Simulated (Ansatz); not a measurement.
# CuO (C2/c): zero-pressure volume and bulk modulus with BLYP + D3(BJ)

Aim: take the cell of CuO (C2/c) to zero pressure with BLYP + D3(BJ) with U = 4 eV on Cu 3d, then fit an equation of state.

Method: DFT BLYP + D3(BJ) with U = 4 eV on Cu 3d, scalar-relativistic, plane waves, PAW, in Ansatz 0.2.0.

8 further runs of the same task are left out: 6 that didn't finish, 2 set aside as unsound or not needed. Runs told in other sessions of the task aren't counted.

## 1. The starting structure

It takes space group C2/c (No. 15, monoclinic). The conventional cell has a = 4.596 Å, b = 3.457 Å, c = 5.154 Å, α = 90.00°, β = 98.04°, γ = 90.00°. Cu (site symmetry -1) has 4 O at 1.94 to 1.95 Å in its first shell of neighbours. O (site symmetry 2) has 4 Cu at 1.94 to 1.95 Å in its first shell of neighbours.

As a file:

```
Cu O
1.0
     2.29791   -1.72844    0.02581
     2.29791    1.72844    0.02581
    -0.77834    0.00000    5.09472
Cu O
2 2
Cartesian
  1.1490 0.8642 0.0129
  0.7598 -0.8642 2.5603
  2.1033 -0.2282 1.2995
  1.7142 0.2282 3.8469
```

At PBE+U (U_eff = 4 eV on Cu 3d), an earlier run found 10.44 GPa for this cell of 10.135 Å³/atom (8×8×6 mesh), no gap, spin moments in the atoms' spheres Cu 0.60; O 0.32 μB. The cell is compressed at this level.

## 2. At the given cell

Input file input.yaml:

```yaml
crystal:
  lattice:
    - [2.2979098932, -1.7284416677, 0.0258106992]
    - [2.2979098932, 1.7284416677, 0.0258106992]
    - [-0.7783355832, 0.0, 5.0947203594]
  atoms:
    - { symbol: Cu, position: [0.0, 0.5, 0.0], spin: 0.66 }
    - { symbol: Cu, position: [0.5, 0.0, 0.5], spin: 0.66 }
    - { symbol: O, position: [0.5660038601, 0.4339961399, 0.25] }
    - { symbol: O, position: [0.4339961399, 0.5660038601, 0.75] }
basis:
  ecutwfc: 420
  ecutrho_ratio: 4
kpoints:
  mp_grid: { grid: [8, 8, 6] }
hamiltonian:
  xc: blyp
  dispersion: d3bj
  hubbard: { sites: [{ species: Cu, l: d, u_eff: 4.0 }] }
scf:
  occupations: { method: gaussian, width: 0.05 }
  lower_state_search: "off"
output:
  forces: true
  stress: true
  eigenvalues: true
  populations: true
magnetization:
  spin_polarized: true
relax:
  f_tol: 0.02
  max_steps: 40
  cell: { stress_tol: 0.2, fix: [volume] }
checkpoint:
  read: start.run
  write: ck
  compress: false
  write_wavefunctions: false
  write_every: 100000
```

start.run holds the state of a PBE+U run on this cell.

The run is started by

```bash
$ ansatz run input.yaml --threads 4 --pin off --max-ram 8192MiB --backend cpu --events-out ev --progress --plain --runs-dir out
```

After this run come: A step to a new volume; A step to a new volume; A step to a new volume; A step to a new volume.

Q: Predict the outcome of this session. Wanted: volume nearest zero pressure; fit.

**Answer**, as computed:

| quantity | value |
| --- | --- |
| volume nearest zero pressure | 11.102 Å³/atom at 0.01 GPa |
| gap on the mesh there | none (metal) |
| fit | no modulus quoted |
| time in all | 6.3 min |

The points of this series lie on one side of the minimum, so the fit isn't pinned and no modulus is quoted. With a Hubbard U or exact exchange the result depends on the state in which the open shell ends, and a lower one can't be excluded.

Real CuO has a narrow gap, which semilocal functionals close or nearly close; near the undistorted cell a metallic reading is the functional's, not the solid's.
